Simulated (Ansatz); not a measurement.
Runs of Ansatz 0.2.0 on BN. Symmetry: R3m, No. 160, trigonal system. Conventional cell: a = 2.502 Å, b = 2.502 Å, c = 10.119 Å, α = 90.00°, β = 90.00°, γ = 120.00°. N (site symmetry 3m) has 3 B at 1.44 Å as nearest neighbours. B (site symmetry 3m) is surrounded by 3 N at 1.44 Å. The cell is a database's computed one.

```tsv
task	level	cell	smearing	gap on the mesh (eV)	pressure (GPa)	relaxed volume (Å³/atom)
single point	PBE	as given	gaussian 0.03 eV	4.29	3.6	-
relaxation of cell and atoms	RPBE+D4	relaxed	fermi-dirac 0.05 eV	4.10	0.0	8.34
relaxation of cell and atoms	revPBE+D3(BJ)	relaxed	fermi-dirac 0.05 eV	4.15	0.0	8.51
relaxation of cell and atoms	BLYP+D3(BJ)	relaxed	fermi-dirac 0.05 eV	(b)	0.0	(a)
single point	PBE	as given	gaussian 0.029 eV	4.29	3.6	-
```

Alike in all rows: potentials or basis Ansatz PAW; no spin polarisation; k mesh 12 × 12 × 12; cutoff (eV) 420.

Fill in the values left out.

(a) 8.71; (b) 4.24.

Caveats: the plane-wave basis is chosen anew once the cell has moved, so the energies of steps on either side of that aren't comparable (some runs); the PAW data sets come from PBE, with cores solved anew for the run's functional, which leaves a small shift of forces and pressure (some runs).

A k mesh can miss the band edges.
